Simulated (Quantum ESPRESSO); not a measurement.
## Ta: phonon spectrum and thermodynamics under several settings

```xyz
1
Lattice="-1.6513 1.6513 1.6513 1.6513 -1.6513 1.6513 1.6513 1.6513 -1.6513" Properties=species:S:1:pos:R:3 pbc="T T T"
Ta    0.0000    0.0000    0.0000
```

All runs used Quantum ESPRESSO 7.5; k mesh 12 × 12 × 12; relaxed cell; no spin polarisation; cutoff 789 eV; occupations cold, width 0.2 eV; q mesh 3 × 3 × 3.

```tsv
level	potentials	volume (Å³/atom)	highest frequency (cm⁻¹)	zero-point energy (meV/atom)	entropy at room temperature (k_B/atom)
LDA	PseudoDojo 0.4.1 SR LDA standard	16.99	162	21.8	4.84
PBE	PseudoDojo 0.4.1 SR PBE standard	?	?	?	?
PBEsol	PseudoDojo 0.4.1 SR PBEsol standard	17.58	154	20.5	5.02
```

Problem. What stands in the row left open?

Solution. Volume 18.22 Å³/atom; highest frequency 145 cm⁻¹; zero-point energy 19.2 meV/atom; entropy at room temperature 5.22 k_B/atom.

For the row left open. Caveat: the q mesh is small, so phonon branches between its points and thermal values are rough.
